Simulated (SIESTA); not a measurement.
The system is Sn.

```
Sn
1.0
    -2.02919    2.02919    1.66076
     2.02919   -2.02919    1.66076
     2.02919    2.02919   -1.66076
Sn
1
Direct
  0.00000 0.00000 0.00000
```

This isn't the form of Sn at room conditions, which is tetragonal (white tin).

Base run:

```yaml
Program: SIESTA 5.4.2
Functional: PBEsol
Potentials_or_basis: PseudoDojo 0.4 standard (PBEsol files)
Basis: SZ (energy shift 0.003 Ry)
Grid_cutoff: 500 Ry
Energy_shift: 0.003 Ry
k_mesh: 10 × 10 × 10
Occupations: fermi-dirac, width 0.05 eV
Spin: no spin polarisation
```

Its results: band gap on the k mesh none (metal or under the smearing width); pressure 4.3 GPa.

Question: The run is repeated on the same cell with these changes: basis from SZ (energy shift 0.003 Ry) to DZP (energy shift 0.003 Ry; two zetas on semicore shells). What comes out?

Answer: Band gap on the k mesh none (metal or under the smearing width); pressure -1.0 GPa.

Caveats: spin-orbit coupling is left out, which moves the levels of the heavy elements; the basis of atomic orbitals isn't converged, which shifts pressures, moduli and gaps; the basis has no polarisation orbitals (some runs).
